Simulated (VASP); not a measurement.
Crystal: GaN.

```xyz
8
Lattice="3.2115 0.0000 0.0000 -1.6058 2.7813 0.0000 0.0000 0.0000 10.3568" Properties=species:S:1:pos:R:3 pbc="T T T"
Ga    0.0000    0.0000    8.1391
Ga    1.6058    0.9271    0.3868
Ga    0.0000    1.8542    5.5652
Ga    0.0000    0.0000    2.9607
N     0.0000    0.0000    0.9636
N     1.6058    0.9271    3.5601
N     0.0000    0.0000    6.1420
N     0.0000    1.8542    8.7385
```

The cell is a database's computed one.

Base run:

* Program: VASP 6.6.1
* Functional: PBEsol
* Potentials or basis: VASP PAW PBE potentials, release 64 (Ga_d, N)
* Cutoff: 520 eV
* k mesh: 10 × 10 × 4
* Occupations: gaussian, width 0.02 eV
* Spin: no spin polarisation

Its results: band gap on the k mesh 0.79 eV, direct.

Q: After a change of settings the same cell gave: band gap on the k mesh 1.21 eV, direct. Which change was it?
A. functional from PBEsol to r2SCAN
B. functional from PBEsol to PBE
C. functional from PBEsol to LDA; potentials or basis from VASP PAW PBE potentials, release 64 (Ga_d, N) to VASP PAW LDA potentials, release 64 (Ga_d, N)

A: A.

r2SCAN gives the wider gap, since meta-GGAs in the generalised Kohn-Sham scheme recover part of the derivative discontinuity.

Not every run made on this cell is shown here.
